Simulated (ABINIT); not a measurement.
# A GW chain in ABINIT: CdS (Hawleyite), part 2 of 3

How does a plane-wave GW calculation on CdS (Hawleyite) run from the first input to the gap?

ABINIT 10.8.3; PBE and many-body steps on it, plane waves. Known limits of the many-body steps: not at the basis limit; no spin-orbit coupling; coarse k mesh.

So far. Step 2 (Ground state): The gap is direct, at Γ.

## (3) Bands along the symmetry lines

Level of this step: DFT, PBE, plane waves, norm-conserving pseudopotentials (ABINIT).

The cheap functional maps the bands first; the places of the edges decide which points the dearer methods must see.

Input file run.abi:

```
acell 3*1.0 Angstrom
rprim 
  -0.000000000000 2.916500000000 2.916500000000
  2.916500000000 -0.000000000000 2.916500000000
  2.916500000000 2.916500000000 -0.000000000000
ntypat 2
znucl 48 16
natom 2
typat 1 2
xred 
  0.000000000000 0.000000000000 0.000000000000
  0.250000000000 0.250000000000 0.250000000000
pp_dirpath "pseudos"
pseudos "Cd.upf, S.upf"
ecut 47
iscf -2
irdden 1
kptopt 0
nkpt 50
kpt 
  0.00000000 0.00000000 0.00000000
  -0.06250000 -0.06250000 0.00000000
  -0.12500000 -0.12500000 0.00000000
  -0.18750000 -0.18750000 0.00000000
  -0.25000000 -0.25000000 0.00000000
  -0.31250000 -0.31250000 0.00000000
  -0.37500000 -0.37500000 0.00000000
  -0.43750000 -0.43750000 0.00000000
  -0.50000000 -0.50000000 0.00000000
  -0.48437500 -0.48437500 0.03125000
  -0.46875000 -0.46875000 0.06250000
  -0.45312500 -0.45312500 0.09375000
  -0.43750000 -0.43750000 0.12500000
  -0.42187500 -0.42187500 0.15625000
  -0.40625000 -0.40625000 0.18750000
  -0.39062500 -0.39062500 0.21875000
  -0.37500000 -0.37500000 0.25000000
  -0.37500000 0.00000000 0.37500000
  -0.32812500 0.00000000 0.32812500
  -0.28125000 0.00000000 0.28125000
  -0.23437500 0.00000000 0.23437500
  -0.18750000 0.00000000 0.18750000
  -0.14062500 0.00000000 0.14062500
  -0.09375000 0.00000000 0.09375000
  -0.04687500 0.00000000 0.04687500
  0.00000000 0.00000000 0.00000000
  0.00000000 0.00000000 0.06250000
  0.00000000 0.00000000 0.12500000
  0.00000000 0.00000000 0.18750000
  0.00000000 0.00000000 0.25000000
  0.00000000 0.00000000 0.31250000
  0.00000000 0.00000000 0.37500000
  0.00000000 0.00000000 0.43750000
  0.00000000 0.00000000 0.50000000
  -0.06250000 -0.03125000 0.46875000
  -0.12500000 -0.06250000 0.43750000
  -0.18750000 -0.09375000 0.40625000
  -0.25000000 -0.12500000 0.37500000
  -0.31250000 -0.15625000 0.34375000
  -0.37500000 -0.18750000 0.31250000
  -0.43750000 -0.21875000 0.28125000
  -0.50000000 -0.25000000 0.25000000
  -0.50000000 -0.28125000 0.21875000
  -0.50000000 -0.31250000 0.18750000
  -0.50000000 -0.34375000 0.15625000
  -0.50000000 -0.37500000 0.12500000
  -0.50000000 -0.40625000 0.09375000
  -0.50000000 -0.43750000 0.06250000
  -0.50000000 -0.46875000 0.03125000
  -0.50000000 -0.50000000 0.00000000
istwfk *1
nband 23
nbdbuf 5
tolwfr 1e-07
nstep 50
prtwf 0
prtvol 0
indata_prefix "in"
outdata_prefix "out"
tmpdata_prefix "tmp"
```

Launch:

```
$ OMP_NUM_THREADS=1 mpirun -n 8 abinit run.abi > log
```

Numbers of over 12 decimals in the logs are rounded to 6 here.

Log:

```text
.Version 10.8.3 of ABINIT. v10.8.2 released Aug 2026.

 Symmetries : space group F-4 3 m (#216); Bravais cF (face-center cubic)
[... echo of the input left out ...]
== DATASET  1 ==================================================================
-   mpi_nproc: 8, omp_nthreads: 1 (-1 if OMP is not activated)

--- !DatasetInfo
iteration_state: {dtset: 1, }
dimensions: {natom: 2, nkpt: 50, mband: 23, nsppol: 1, nspinor: 1, nspden: 1, mpw: 5180, }
cutoff_energies: {ecut:  47.0, pawecutdg:  -1.0, }
electrons: {nelect:   2.60000000E+01, charge:   0.00000000E+00, occopt:   1.00000000E+00, tsmear:   1.00000000E-02, }

 Real(R)+Recip(G) space primitive vectors, cartesian coordinates (Bohr,Bohr^-1):
 R(1)=  0.0000000  5.5113862  5.5113862  G(1)= -0.0907213  0.0907213  0.0907213
 R(2)=  5.5113862  0.0000000  5.5113862  G(2)=  0.0907213 -0.0907213  0.0907213
 R(3)=  5.5113862  5.5113862  0.0000000  G(3)=  0.0907213  0.0907213 -0.0907213
 Unit cell volume ucvol=  3.3482088E+02 bohr^3
 Angles (23,13,12)=  6.00000000E+01  6.00000000E+01  6.00000000E+01 degrees

 getcut: wavevector=  0.0000  0.0000  0.0000  ngfft=  50  50  50
         ecut(hartree)=     47.000   => boxcut(ratio)=   2.07948

--- Pseudopotential description ------------------------------------------------
- Cd Generated using ONCVPSP code by D. R. Hamann
- 48.00000  20.00000  171031                  znucl, zion, pspdat
12 -101130 2 -1 1368                          pspcod,pspxc,lmax,lloc,mmax
     nproj     2     2     2
  pspatm : epsatm=   23.16453630
         --- l  ekb(1:nproj) -->
             0   51.917189    3.534234
             1    8.636196    1.282240
             2    0.687672   -0.678465
 pspatm: atomic psp has been read  and splines computed

- S Generated using ONCVPSP code by D. R. Hamann
- 16.00000   6.00000  171031                  znucl, zion, pspdat
12 -101130 2 -1 1146                          pspcod,pspxc,lmax,lloc,mmax
     nproj     2     2     2
  pspatm : epsatm=    9.01821529
         --- l  ekb(1:nproj) -->
[...]
pspatm: atomic psp has been read  and splines computed

--------------------------------------------------------------------------------

================================================================================
 prteigrs : about to open file out_EIG
 Non-SCF case, kpt    1 (  0.00000  0.00000  0.00000), residuals and eigenvalues=
  4.54E-08  2.19E-08  2.94E-08  3.32E-08  3.16E-08  5.01E-08  4.09E-08  6.68E-08
  3.89E-08  8.45E-08  4.31E-08  5.05E-08  8.70E-08  2.89E-08  2.01E-08  4.24E-08
  6.75E-08  3.46E-08  7.30E-07  4.68E-07  2.22E-08  2.75E-06  6.50E-06
 -3.5644E+00 -2.1335E+00 -2.1335E+00 -2.1335E+00 -2.9393E-01 -1.2336E-01
 -1.2336E-01 -1.2336E-01 -1.0576E-01 -1.0576E-01  1.6045E-01  1.6045E-01
  1.6045E-01  2.0252E-01  4.0047E-01  4.0047E-01  4.0047E-01  5.7871E-01
  5.7871E-01  5.8125E-01  6.4930E-01  6.4930E-01  6.4930E-01
[...]
5.8178E-01  6.2572E-01  6.6991E-01  6.6991E-01  6.7005E-01
[...]
Non-SCF case, kpt   49 ( -0.50000 -0.46875  0.03125), residuals and eigenvalues=
[...]
6.0942E-01  6.4756E-01  6.4775E-01  7.0724E-01  7.8668E-01
 Non-SCF case, kpt   50 ( -0.50000 -0.50000  0.00000), residuals and eigenvalues=
[...]
-1.1053E-01 -1.1053E-01 -1.0256E-01 -8.9412E-02  1.5419E-02  9.1543E-02
  9.1543E-02  2.9122E-01  3.2049E-01  4.9848E-01  5.5635E-01  5.5635E-01
  6.0497E-01  6.4777E-01  6.4777E-01  7.0333E-01  7.8851E-01

--- !ResultsGS
iteration_state: {dtset: 1, }
comment   : Summary of ground state results
lattice_vectors:
- [ -0.0000000,   5.5113862,   5.5113862, ]
- [  5.5113862,  -0.0000000,   5.5113862, ]
- [  5.5113862,   5.5113862,  -0.0000000, ]
lattice_lengths: [   7.79428,    7.79428,    7.79428, ]
lattice_angles: [ 60.000,  60.000,  60.000, ] # degrees, (23, 13, 12)
lattice_volume:   3.3482088E+02
convergence: {deltae:  0.000E+00, res2:  0.000E+00, residm:  9.973E-08, diffor:  0.000E+00, }
etotal    :  -1.86417562E+02
entropy   :   0.00000000E+00
fermie    :   1.60449132E-01
cartesian_stress_tensor: null
pressure_GPa: null
xred      :
- [  0.0000E+00,   0.0000E+00,   0.0000E+00, Cd]
- [  2.5000E-01,   2.5000E-01,   2.5000E-01,  S]
cartesian_forces: null
force_length_stats: {min: null, max: null, mean: null, }

 Integrated electronic density in atomic spheres:
 ------------------------------------------------
 Atom  Sphere_radius  Integrated_density
[...]
================================================================================

 ----iterations are completed or convergence reached----

 Mean square residual over all n,k,spin=   48.674E-09; max=  99.727E-09
 reduced coordinates (array xred) for    2 atoms
       0.000000000000      0.000000000000      0.000000000000
       0.250000000000      0.250000000000      0.250000000000

 cartesian coordinates (angstrom) at end:
    1      0.000000     0.000000     0.000000
    2      1.458250     1.458250     1.458250
 length scales=  1.889726125908  1.889726125908  1.889726125908 bohr
              =  1.000000000000  1.000000000000  1.000000000000 angstroms
 prteigrs : about to open file out_EIG
 Eigenvalues (hartree) for nkpt=  50  k points:
 kpt#   1, nband= 23, wtk=  1.00000, kpt=  0.0000  0.0000  0.0000 (reduced coord)
[...]
kpt#   2, nband= 23, wtk=  1.00000, kpt= -0.0625 -0.0625  0.0000 (reduced coord)
[...]
kpt#   3, nband= 23, wtk=  1.00000, kpt= -0.1250 -0.1250  0.0000 (reduced coord)
[...]
kpt#  49, nband= 23, wtk=  1.00000, kpt= -0.5000 -0.4687  0.0313 (reduced coord)
[...]
0.54874    0.55682    0.60942    0.64756    0.64775    0.70724    0.78668
 kpt#  50, nband= 23, wtk=  1.00000, kpt= -0.5000 -0.5000  0.0000 (reduced coord)
  -3.56438   -2.13353   -2.13352   -2.13352   -0.27338   -0.11552   -0.11053   -0.11053
  -0.10256   -0.08941    0.01542    0.09154    0.09154    0.29122    0.32049    0.49848
   0.55635    0.55635    0.60497    0.64777    0.64777    0.70333    0.78851

== END DATASET(S) ==============================================================
================================================================================

 -outvars: echo values of variables after computation  --------
            nband          23
             nkpt          50
          spgroup         216
 [... the other variables as echoed above ...]

 Calculation completed.
```

Run time: 15 s. Hardware: 8 MPI ranks of Arm Neoverse V2, shared host; peak memory 0.62 GiB; 2 min of CPU time.

Numbers from this step:

| Item | Value |
| --- | --- |
| gap | 1.145 eV |
| k of the valence top | 0, 0, 0 |
| k of the conduction bottom | 0, 0, 0 |
| least direct gap | 1.145 eV |

The gap is 1.145 eV, as in the run before at this level.

The electronic bands at the labelled points (eV, zero at the top of the highest filled band):

| point | band 10 | band 11 | band 12 | band 13 | band 14 | band 15 | band 16 | band 17 |
| --- | --- | --- | --- | --- | --- | --- | --- | --- |
| Γ | -7.24 | 0.00 | 0.00 | 0.00 | 1.14 | 6.53 | 6.53 | 6.53 |
| halfway | -7.20 | -2.31 | -1.02 | -1.02 | 3.59 | 4.82 | 8.12 | 8.12 |
| X | -6.80 | -3.95 | -1.88 | -1.88 | 3.56 | 4.35 | 9.20 | 10.77 |
| halfway | -6.74 | -3.94 | -2.15 | -1.78 | 3.85 | 4.66 | 8.94 | 10.01 |
| U | -6.67 | -3.93 | -2.53 | -1.52 | 4.24 | 5.45 | 8.48 | 9.01 |
| jump to K | -6.67 | -3.93 | -2.53 | -1.52 | 4.24 | 5.45 | 8.48 | 9.01 |
| halfway | -7.19 | -2.75 | -1.36 | -0.42 | 3.61 | 6.10 | 6.75 | 7.27 |
| Γ | -7.24 | 0.00 | 0.00 | 0.00 | 1.14 | 6.53 | 6.53 | 6.53 |
| halfway | -7.24 | -2.49 | -0.40 | -0.40 | 2.78 | 6.28 | 7.03 | 7.03 |
| L | -6.86 | -4.39 | -0.75 | -0.75 | 3.01 | 7.00 | 7.00 | 7.46 |
| halfway | -6.75 | -4.11 | -1.93 | -1.22 | 4.38 | 5.81 | 7.21 | 8.35 |
| W | -6.61 | -3.89 | -2.26 | -2.18 | 5.42 | 5.43 | 7.23 | 8.04 |
| halfway | -6.70 | -3.92 | -2.08 | -2.03 | 4.26 | 4.83 | 8.67 | 8.94 |
| X | -6.80 | -3.95 | -1.88 | -1.88 | 3.56 | 4.35 | 9.20 | 10.77 |

## (4) Empty states on the mesh, 4×4×4 mesh, 293 bands

The sums over transitions need many empty states on a uniform mesh; this step solves for them.

Input file run.abi:

```
acell 3*1.0 Angstrom
rprim 
  -0.000000000000 2.916500000000 2.916500000000
  2.916500000000 -0.000000000000 2.916500000000
  2.916500000000 2.916500000000 -0.000000000000
ntypat 2
znucl 48 16
natom 2
typat 1 2
xred 
  0.000000000000 0.000000000000 0.000000000000
  0.250000000000 0.250000000000 0.250000000000
pp_dirpath "pseudos"
pseudos "Cd.upf, S.upf"
ecut 47
ngkpt 4 4 4
nshiftk 1
shiftk 0 0 0
kptopt 1
chksymbreak 0
irdden 1
istwfk *1
nband 293
prtvol 0
optdriver 6
gwr_task "HDIAGO"
paral_kgb 0
occopt 1
indata_prefix "in"
outdata_prefix "out"
tmpdata_prefix "tmp"
```

Log:

```text
[banner, memory and clock lines left out]
.Version 10.8.3 of ABINIT. v10.8.2 released Aug 2026.

 Symmetries : space group F-4 3 m (#216); Bravais cF (face-center cubic)
[... echo of the input left out ...]
== DATASET  1 ==================================================================
-   mpi_nproc: 8, omp_nthreads: 1 (-1 if OMP is not activated)

--- !DatasetInfo
iteration_state: {dtset: 1, }
dimensions: {natom: 2, nkpt: 8, mband: 293, nsppol: 1, nspinor: 1, nspden: 1, mpw: 5180, }
cutoff_energies: {ecut:  47.0, pawecutdg:  -1.0, }
electrons: {nelect:   2.60000000E+01, charge:   0.00000000E+00, occopt:   1.00000000E+00, tsmear:   1.00000000E-02, }

.Using double precision arithmetic; gwpc =  8

- Reading GS density from: in_DEN

--- Pseudopotential description ------------------------------------------------
- Cd Generated using ONCVPSP code by D. R. Hamann
- 48.00000  20.00000  171031                  znucl, zion, pspdat
12 -101130 2 -1 1368                          pspcod,pspxc,lmax,lloc,mmax
     nproj     2     2     2
  pspatm : epsatm=   23.16453630
         --- l  ekb(1:nproj) -->
             0   51.917189    3.534234
             1    8.636196    1.282240
             2    0.687672   -0.678465
 pspatm: atomic psp has been read  and splines computed

- S Generated using ONCVPSP code by D. R. Hamann
- 16.00000   6.00000  171031                  znucl, zion, pspdat
12 -101130 2 -1 1146                          pspcod,pspxc,lmax,lloc,mmax
     nproj     2     2     2
  pspatm : epsatm=    9.01821529
         --- l  ekb(1:nproj) -->
             0    6.763951    0.574108
             1    3.227080    0.887329
             2   -3.547662   -0.986524
 pspatm: atomic psp has been read  and splines computed

   8.36751541E+02                                ecore*ucvol(ha*bohr**3)

 Total charge density [el/Bohr^3]
)     Maximum=    2.5684E+00  at reduced coord.    0.0200    0.0600    0.9000
)     Minimum=    1.5967E-03  at reduced coord.    0.5000    0.5000    0.5000
   Integrated=    2.6000E+01

 === KS gaps after direct diagonalization ===
 Direct band gap semiconductor
 Fundamental gap:     1.145 (eV)
   VBM:     4.366 (eV) at k: [ 0.0000E+00,  0.0000E+00,  0.0000E+00]
   CBM:     5.511 (eV) at k: [ 0.0000E+00,  0.0000E+00,  0.0000E+00]
 Direct gap:         1.145 (eV) at k: [ 0.0000E+00,  0.0000E+00,  0.0000E+00]

== END DATASET(S) ==============================================================

 -outvars: echo values of variables after computation  --------
           etotal      0.0000000000E+00
            nband         293
             nkpt           8
          spgroup         216
 [... the other variables as echoed above ...]

 Calculation completed.
```

It took 1.9 min on 8 MPI ranks; peak memory 12 GiB.

Numbers from this step:

```yaml
gap: 1.145 eV
k_of_the_valence_top: 0, 0, 0
k_of_the_conduction_bottom: 0, 0, 0
least_direct_gap: 1.145 eV
k_points_computed: 8
lowest_point_of_the_top_converged_band_above_the_valence_top: 168.4111 eV
```

On this mesh the gap is 1.145 eV.

## (5) Screening, 4×4×4 mesh, 285 bands, screening to 244.9 eV

The RPA dielectric matrix is built and inverted for each q.

This step: RPA screening on PBE, plane waves, norm-conserving pseudopotentials.

run.abi: that of step 4 with these lines changed.

```diff
@@ -20,10 +20,11 @@
 chksymbreak 0
-irdden 1
 istwfk *1
-nband 293
-prtvol 0
-optdriver 6
-gwr_task "HDIAGO"
-paral_kgb 0
 occopt 1
+irdwfk 1
+optdriver 3
+nband 285
+ecuteps 9
+inclvkb 2
+awtr 1
+symchi 1
 indata_prefix "in"
```

Log:

```text
.Version 10.8.3 of ABINIT. v10.8.2 released Aug 2026.

 Symmetries : space group F-4 3 m (#216); Bravais cF (face-center cubic)
[... echo of the input left out ...]
== DATASET  1 ==================================================================
-   mpi_nproc: 8, omp_nthreads: 1 (-1 if OMP is not activated)

--- !DatasetInfo
iteration_state: {dtset: 1, }
dimensions: {natom: 2, nkpt: 8, mband: 285, nsppol: 1, nspinor: 1, nspden: 1, mpw: 5180, }
cutoff_energies: {ecut:  47.0, pawecutdg:  -1.0, }
electrons: {nelect:   2.60000000E+01, charge:   0.00000000E+00, occopt:   1.00000000E+00, tsmear:   1.00000000E-02, }

 SCREENING: Calculation of the susceptibility and dielectric matrices

 Based on a program developped by R.W. Godby, V. Olevano, G. Onida, and L. Reining.
 Incorporated in ABINIT by V. Olevano, G.-M. Rignanese, and M. Torrent.
.Using double precision arithmetic ; gwpc =  8

[... cell and pseudopotentials left out ...]
--------------------------------------------------------------------------------

 ==== K-mesh for the wavefunctions ====
 Number of points in the irreducible wedge :     8
[... list of points left out ...]
 Together with 24 symmetry operations and time-reversal symmetry
 yields    64 points in the full Brillouin Zone.

 ==== Q-mesh for the screening function ====
 Number of points in the irreducible wedge :     8
[... list of points left out ...]
 Together with 24 symmetry operations and time-reversal symmetry
 yields    64 points in the full Brillouin Zone.

 setmesh: FFT mesh size selected  =    36x   36x   36
          total number of points  =        46656

 vcoul_init : cutoff-mode = AUXILIARY_FUNCTION
 q-points for optical limit:   1
     1)      0.000010    0.000020    0.000030

- screening: taking advantage of time-reversal symmetry
- Maximum band index for partially occupied states nbvw = 13
- Remaining bands to be divided among processors   nbcw = 272
- Number of bands treated by each node ~34

 Number of electrons calculated from density =   26.0000; Expected =   26.0000
 average of density, n =  0.077653
 r_s =    1.4541
 omega_plasma =   26.8804 [eV]

 calculating chi0 at frequencies [eV] :
  1    0.000000E+00    0.000000E+00
  2    0.000000E+00    2.688042E+01

--------------------------------------------------------------------------------
  q-point number  1        q = ( 0.000000, 0.000000, 0.000000) [r.l.u.]
--------------------------------------------------------------------------------
[... chi0 elements left out ...]
 For q-point:  0.000010 0.000020 0.000030
  dielectric constant =  11.0657
  dielectric constant without local fields =  11.7817

  Average fulfillment of the sum rule on Im[epsilon] for q-point    1 :     86.11  [%]
[... wings left out ...]
  q-point number  2        q = ( 0.250000, 0.000000, 0.000000) [r.l.u.]
--------------------------------------------------------------------------------
[... chi0 elements left out ...]
  Average fulfillment of the sum rule on Im[epsilon] for q-point    2 :     91.34  [%]

 [... 6 further q-points ...]
```

The job ended after 1.8 min (8 MPI ranks; peak memory 3.3 GiB).

Numbers from this step:

| Item | Value |
| --- | --- |
| ε∞ with local fields, on this mesh, along the program's q direction | 11.07 |
| the same without local fields | 11.78 |
| plasma frequency | 26.88 eV |
| plane waves in the screening matrix | 411 |

Local fields lower ε∞ by 6 %. On a Γ-centred mesh this coarse the value itself is usually too large, while a short band sum pulls it down.

[end of part 2 of 3]

[Paths, hosts, dates, memory and timing lines, banners, echoed tables and standing remarks are left out of the program output.]

[Logs are printed without paths, hosts, clocks, repeated set-up lines and the standing remarks that a program may print on its own settings, such as how far it seeks lower states.]

[Runs of the session that timed out or met a known fault of the program may be left out.]

[Hosts, paths, dates, database ids (printed as entryN), source tags and the programs' standing remarks are cut or masked in the printed files.]

[G0W0 gaps are taken among the corrected bands and points alone; a level outside them can change the order at an edge.]

[Where Ansatz stands beside ABINIT at settings called matched, ABINIT's density can come from a denser mesh and the files from another edition; pairs whose starting gaps differed by over 0.03 eV were left out, so agreement reads better than it is.]
